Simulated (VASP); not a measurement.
Runs of VASP 6.6.1 on BeSe. It takes space group F-43m (No. 216, cubic). The conventional cell has a = 5.181 Å, b = 5.181 Å, c = 5.181 Å, α = 90.00°, β = 90.00°, γ = 90.00°. Be (site symmetry -43m) is surrounded by 4 Se at 2.24 Å. Se (site symmetry -43m) has 4 Be at 2.24 Å as nearest neighbours. 

| task | cell | gap on the mesh (eV) | pressure (GPa) |
| --- | --- | --- | --- |
| single point | F-43m, 17.39 Å³/atom | 2.67 | 0.0 |
| single point | a relaxed cell with its volume scaled by 0.94 | 2.53 | 5.3 |
| single point | a relaxed cell with its volume scaled by 1.03 | 2.73 | -2.1 |
| single point | a relaxed cell with its volume scaled by 0.91 | 2.45 | (c) |
| single point | a relaxed cell with its volume scaled by 1.06 | 2.78 | -3.9 |
| relaxation of cell and atoms | relaxed | 2.67 | 0.0 |
| single point | a relaxed cell with its volume scaled by 1.09 | 2.83 | -5.5 |
| single point | a relaxed cell with its volume scaled by 0.97 | (b) | (a) |

Alike in all rows: level PBE; potentials or basis VASP PAW PBE potentials, release 64 (Be, Se); no spin polarisation; k mesh 10 × 10 × 10; cutoff (eV) 520; smearing gaussian 1 eV.

Estimate the missing entries.

(a) 2.5; (b) 2.60; (c) 8.5.

A k mesh can miss the band edges, and the runs leave out spin-orbit coupling on Se.
